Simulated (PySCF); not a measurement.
Species: C5H12N (charge +1).
Z-matrix (Å and degrees, PBE0-D3(BJ)/def2-SVP geometry), rows numbered from 1:
```
C 
C   1  1.5251
C   2  1.5157  1  111.66
N   3  1.5027  2  110.02  1   -54.89
C   4  1.5028  3  113.16  2    56.65
C   5  1.5158  4  110.01  3   -56.68
H   1  1.1035  2  109.69  3   -66.72
H   1  1.0991  2  110.07  3   176.66
H   2  1.1001  1  111.30  3   120.62
H   2  1.1046  1  110.42  3  -122.09
H   3  1.1004  2  111.77  1    62.70
H   3  1.0990  2  112.87  1  -174.81
H   4  1.0266  3  109.99  2  -179.91
H   4  1.0287  3  108.80  2   -64.40
H   5  1.0990  4  107.38  3  -179.87
H   5  1.1004  4  106.10  3    64.38
H   6  1.1046  1  110.42  2    67.46
H   6  1.1001  1  111.31  2  -175.24
```

The closed-shell ground state was solved at several levels (PySCF, density fitting, gas phase, non-relativistic).

| level | basis functions | HOMO (eV) | LUMO (eV) | gap (eV) |
| --- | --- | --- | --- | --- |
| B97-2/pcSseg-1 | 162 | -13.57 | -4.25 | 9.32 |
| B3LYP/pcJ-1 | 282 | -13.60 | -4.58 | 9.02 |
| B3LYP/def2-SVPD | 216 | -13.58 | -4.73 | 8.85 |

**Question.** Estimate the row for PBE0/pcSseg-1, a basis of 162 functions; the other rows only guide the guess.

**Answer.** HOMO -13.80 eV, LUMO -4.24 eV, gap 9.56 eV.

**Question.** Over all these levels, which gives the widest orbital gap and which the narrowest?

**Answer.** PBE0/pcSseg-1 (global hybrid, 25 % exact exchange) has the widest, 9.56 eV, and B3LYP/def2-SVPD (global hybrid, 20 % exact exchange) the narrowest, 8.85 eV. Functional and basis both differ between the two, so the spread mixes both effects.

One conformer stands for the species.
